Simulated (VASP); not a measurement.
A calculation with VASP 6.6.1 of ZnCu (ASE script, structure by space group and Wyckoff sites):

File run.py:

```python
from ase.calculators.vasp import Vasp
from ase.dft.bandgap import bandgap
from ase.spacegroup import crystal

atoms = crystal(
    ['Zn', 'Cu'],
    basis=[[0.5, 0.5, 0.5], [0.0, 0.0, 0.0]],
    spacegroup=221,
    setting=1,
    cellpar=[2.945, 2.945, 2.945, 90.0, 90.0, 90.0],
    primitive_cell=True,
)
calc = Vasp(
    directory='calc',
    xc='rpbe',
    pp='PBE',
    setups='materialsproject',
    prec='Accurate',
    encut=520,
    ediff=1e-07,
    ismear=0,
    sigma=0.02,
    lreal=False,
    lasph=True,
    nelm=80,
    algo='Normal',
    isif=2,
    lwave=False,
    lcharg=False,
    kpts=[9, 9, 9],
    gamma=True,
)
atoms.calc = calc

print('energy (eV):', atoms.get_potential_energy())
print('free energy (eV):', atoms.get_potential_energy(force_consistent=True))
print('forces (eV/A):')
print(atoms.get_forces())
print('stress (eV/A^3, Voigt):', atoms.get_stress())
print('Fermi level (eV):', calc.get_fermi_level())
gap, top, bottom = bandgap(calc)
print('band gap (eV):', gap, 'from (spin, k, band)', top, 'to', bottom)
```

Potentials or basis: VASP PAW PBE potentials, release 64 (Zn, Cu_pv).

Run with:

```sh
$ python run.py
```

Question: Write the same calculation in another form: native input, structure from a POSCAR.

Answer: As run:

The input INCAR:

```
SYSTEM = ZnCu
PREC = Accurate
ENCUT = 520
EDIFF = 1E-7
ISMEAR = 0
SIGMA = 0.02
LREAL = .FALSE.
LASPH = .TRUE.
NELM = 100
ALGO = Normal
ISIF = 2
LWAVE = .FALSE.
LCHARG = .TRUE.
GGA = RP
LELF = .TRUE.
LVHAR = .TRUE.
```

File KPOINTS:

```
Automatic mesh
0
G
  9 9 9
  0 0 0
```

The input POSCAR:

```
ZnCu
1.0
    2.9450000000      0.0000000000      0.0000000000
    0.0000000000      2.9450000000      0.0000000000
    0.0000000000      0.0000000000      2.9450000000
Zn Cu
1 1
Direct
    0.5000000000      0.5000000000      0.5000000000
    0.0000000000      0.0000000000      0.0000000000
```

Potentials or basis: VASP PAW PBE potentials, release 64 (Zn, Cu_pv).

Launch:

```console
$ cat potpaw_PBE.64/Zn/POTCAR potpaw_PBE.64/Cu_pv/POTCAR > POTCAR
$ mpirun -np 1 vasp_std > vasp.out
```

Both were run:

|  | ASE script, structure by space group and Wyckoff sites | native input, structure from a POSCAR |
| --- | --- | --- |
| Pressure | 6.0 GPa | 6.0 GPa |
| Band gap on the k mesh | none (metal or under the smearing width) | none (metal or under the smearing width) |

Keys that steer only the numerical path or the files written may differ.

Caveat: the PAW data sets were made with another functional, which shifts forces and pressure a little.
